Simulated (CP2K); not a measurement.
## Ge under changes of volume

One of the cells (22.639 Å³/atom); the others are scaled copies at fixed shape and fractional positions:

```
Ge
1.0
     4.00068    0.00000    0.00000
     2.00034    3.46469    0.00000
     2.00034    1.15490    3.26654
Ge
2
Direct
  0.75000 0.75000 0.75000
  0.50000 0.50000 0.50000
```

```yaml
Program: CP2K 2026.2
Functional: PBE
Potentials_or_basis: POTENTIAL_UZH Ge GTH-PBE-q4; TZVP-MOLOPT-PBE-GTH basis
Density_cutoff: 6123 eV
k_mesh: 8 × 8 × 8
Occupations: fermi-dirac, width 0.05 eV
Spin: no spin polarisation
```

| volume (Å³/atom) | energy over the lowest point (meV/atom) | pressure (GPa) |
| --- | --- | --- |
| 21.281 | 71.41 | 9.4 |
| 21.733 | 47.67 | 7.4 |
| 22.186 | 29.44 | 5.6 |
| 22.639 | ? | ? |
| 23.092 | 6.90 | 2.5 |
| 23.545 | 1.67 | 1.2 |
| 23.997 | 0.00 | 0.0 |

What does the run at 22.639 Å³/atom give?

Energy over the lowest point 16.07 meV/atom; pressure 4.0 GPa.

Worked out: A Birch-Murnaghan fit of order 3 (a polynomial in V^(-2/3)) to the other rows has its minimum at 24.01 Å³/atom, just outside them, with B0 = V·E''(V) = 58 GPa and B' = 4.9. It gives 15.97 meV/atom at 22.639 Å³/atom, against the run's 16.07, and -dE/dV = 4.0 GPa, against 4.0.

Energies are extrapolated to zero smearing.

Caveats: the basis of atomic orbitals isn't converged, which shifts pressures, moduli and gaps.
